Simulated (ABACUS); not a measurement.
The system is NaH.

```
Na H
1.0
     2.95512    0.00000    0.00000
     0.00000    2.95512    0.00000
     0.00000    0.00000    2.95512
Na H
1 1
Direct
  0.00838 0.00616 0.98665
  0.49162 0.49384 0.51335
```

The cell comes from a database or a generator and needn't be the stable form of this composition.

The cell isn't the ideal one: all Na atoms moved 0.1 Å in one direction.

Base run:

```yaml
Program: ABACUS 3.10.1
Functional: PBE
Potentials_or_basis: PseudoDojo NC SR 0.4.1 PBE standard
Cutoff: 1361 eV
Density_cutoff: 5442 eV
Basis: TZDP LCAO (the cutoffs set its grid)
k_mesh: 9 × 9 × 9
Occupations: fermi-dirac, width 0.05 eV
Spin: no spin polarisation
```

Its results: band gap on the k mesh 1.51 eV, indirect (least direct gap 4.82 eV); pressure 0.4 GPa; largest force 0.044 eV/Å.

Problem. The run is repeated on the same cell with these changes: basis from TZDP LCAO (the cutoffs set its grid) to DZP LCAO (the cutoffs set its grid); orbital files from Na Na_confined-atom_9au_4s3p2d1f.orb, H H_confined-atom_6au_3s2p.orb to Na Na_confined-atom_9au_3s2p1d.orb, H H_confined-atom_6au_2s1p.orb. What comes out?

Solution. Band gap on the k mesh 1.33 eV, indirect (least direct gap 4.79 eV); pressure 0.8 GPa; largest force 0.041 eV/Å.

Caveats: the atomic orbitals were generated for these runs and aren't a published set; an odd mesh through Γ misses points on the zone boundary, where band edges often lie; the basis of atomic orbitals isn't converged, which shifts pressures, moduli and gaps.
